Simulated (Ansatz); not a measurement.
**Al in Ansatz: the effect of functional**

Al:

```
Al
1.0
     2.81246    0.00000    0.00000
    -1.40623    2.43566    0.00000
     0.00000    0.00000    4.86685
Al
2
Direct
  0.33333 0.66667 0.25000
  0.66667 0.33333 0.75000
```

This isn't the form of Al at room conditions, which is fcc.

Alike in all runs:

```yaml
Program: Ansatz 0.2.0
Task: band structure
Potentials_or_basis: Ansatz PAW
k_mesh: 6 × 6 × 3
Occupations: fermi-dirac, width 0.05 eV
Spin: no spin polarisation
```

| functional | cutoff | pressure (GPa) |
| --- | --- | --- |
| LDA | 420 eV (not typed: the program's choice for these potentials) | -1.4 |
| PBEsol | 420 eV (not typed: the program's choice for these potentials) | ? |
| r2SCAN | 500 eV (not typed: the program's choice for these potentials) | -1.1 |

What does the run with functional PBEsol give?

Pressure 0.4 GPa.

Caveats: all runs use coarse meshes; the PAW data sets come from PBE, with cores solved anew for the run's functional, which leaves a small shift of forces and pressure.
